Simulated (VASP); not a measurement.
Write the native input for VASP 6.6.1 that does the following.

* Task: single point
* Functional: PBE
* Potentials or basis: VASP PAW PBE potentials, release 64 (Ca_sv)
* Cutoff: 900 eV
* k mesh: 19 × 19 × 10
* Occupations: methfessel-paxton, width 0.1 eV
* Spin: no spin polarisation
* Further INCAR settings: ADDGRID = False; ALGO = Normal; EDIFF = 1e-08; NBANDS = 17

The structure of Ca lies in POSCAR:

```
Ca
1.0
    3.9800000000      0.0000000000      0.0000000000
   -1.9900000000      3.4467811071      0.0000000000
    0.0000000000      0.0000000000      6.5200000000
Ca
2
Direct
    0.6666666667      0.3333333333      0.7500000000
    0.3333333333      0.6666666667      0.2500000000
```

This isn't the form of Ca at room conditions, which is fcc.

The input as run:

INCAR

```
  PREC = Accurate
  ENCUT = 900
  EDIFF = 1E-8
  ISMEAR = 1
  SIGMA = 0.1
  LREAL = F
  LASPH = T
  NELM = 100
  ALGO = Normal
  ISIF = 2
  LWAVE = F
  LCHARG = F
  GGA = PE
  NBANDS = 17
  ADDGRID = F
```

KPOINTS

```
regular mesh
0
Gamma
  19 19 10
```

Potentials or basis: VASP PAW PBE potentials, release 64 (Ca_sv).

The run is started by

```bash
$ cat potpaw_PBE.64/Ca_sv/POTCAR > POTCAR
$ mpirun -np 1 vasp_std > vasp.out
```

It gave:

| Property | Result |
| --- | --- |
| Pressure | -0.8 GPa |
| Band gap on the k mesh | none (metal or under the smearing width) |

Run time: 7.8 min on 1 thread of Intel(R) Xeon(R) 6975P-C (Granite Rapids), with other jobs on the host, peak memory 0.82 GiB.
